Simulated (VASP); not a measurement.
A run of VASP 6.6.1:

The input INCAR:

```
  PREC = Accurate
  ENCUT = 630
  EDIFF = 1E-6
  ISMEAR = -1
  SIGMA = 0.05
  LREAL = F
  LASPH = T
  NELM = 80
  ALGO = Fast
  ISIF = 3
  LWAVE = F
  LCHARG = F
  GGA = PE
  IBRION = 2
  NSW = 40
  EDIFFG = -0.01
```

File KPOINTS:

```
Automatic mesh
0
Gamma
  10 10 5
```

POSCAR

```
CuO
1.0
    2.3446500000     -1.7134000000      0.0000000000
    2.3446500000      1.7134000000      0.0000000000
   -0.8605543552      0.0000000000      5.0594363927
Cu O
2 2
Direct
    0.4968000000      0.0032000000      0.5000000000
    0.0032000000      0.4968000000      0.0000000000
    0.4056000000      0.5714000000      0.7537000000
    0.5714000000      0.4056000000      0.2537000000
```

Potentials or basis: VASP PAW PBE potentials, release 64 (Cu_GW, O_GW).

Launch:

```sh
$ cat potpaw_PBE.64/Cu_GW/POTCAR potpaw_PBE.64/O_GW/POTCAR > POTCAR
$ mpirun -np 1 vasp_std > vasp.out
```

Hardware: 1 thread of Intel(R) Xeon(R) 6975P-C (Granite Rapids), with other jobs on the host.

Estimate the wall time of this run.

Run time: 17 min on 1 thread of Intel(R) Xeon(R) 6975P-C (Granite Rapids), on a shared host, peak memory 0.3 GiB. Counts: scf iterations 273, k points 141, ion steps 31.
